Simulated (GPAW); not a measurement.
KF (Carobbiite) in GPAW: the effect of target pressure

KF (Carobbiite):

```xyz
2
Lattice="0.0000 2.6719 2.6719 2.6719 0.0000 2.6719 2.6719 2.6719 0.0000" Properties=species:S:1:pos:R:3 pbc="T T T"
K     0.0000    0.0000    0.0000
F     2.6719    2.6719    2.6719
```

Alike in all runs:

- Program: GPAW 26.7.0
- Task: relaxation of cell and atoms
- Functional: PBEsol
- Potentials or basis: PAW data sets generated in the run's folder for this functional
- Cutoff: 800 eV
- Basis: pw
- k mesh: 9 × 9 × 9
- Occupations: fermi-dirac, width 0.05 eV
- Spin: no spin polarisation

Each run relaxes the cell or the atoms first.

```csv
target pressure,target pressure,relaxed volume (Å³/atom),gap on the mesh (eV)
0 GPa,-,18.18,6.29
2 GPa,2 GPa,17.39,6.53
5 GPa,5 GPa,16.41,6.86
10 GPa,10 GPa,15.29,7.28
20 GPa,20 GPa,?,?
30 GPa,30 GPa,12.88,7.76
```

Problem. What does the run with target pressure 20 GPa give?

Solution. Relaxed volume 13.83 Å³/atom; gap on the mesh 7.85 eV.

Worked out: In Murnaghan's law V^(-B') rises as a straight line in P. The other rows fit best with B' = 4.1, V0 = 18.19 Å³/atom and B0 = 39 GPa, which gives 13.83 Å³/atom at 20 GPa, against the run's 13.83. A parabola through the other rows of the gap on the mesh, of slope 0.0237 eV per GPa there, gives 7.77 eV, against the run's 7.85.

Caveats: later steps reuse the first step's grids; an odd mesh through Γ misses points on the zone boundary, where band edges often lie; the volume moved by over 15 % at a fixed basis, so the end points are rough (some runs).
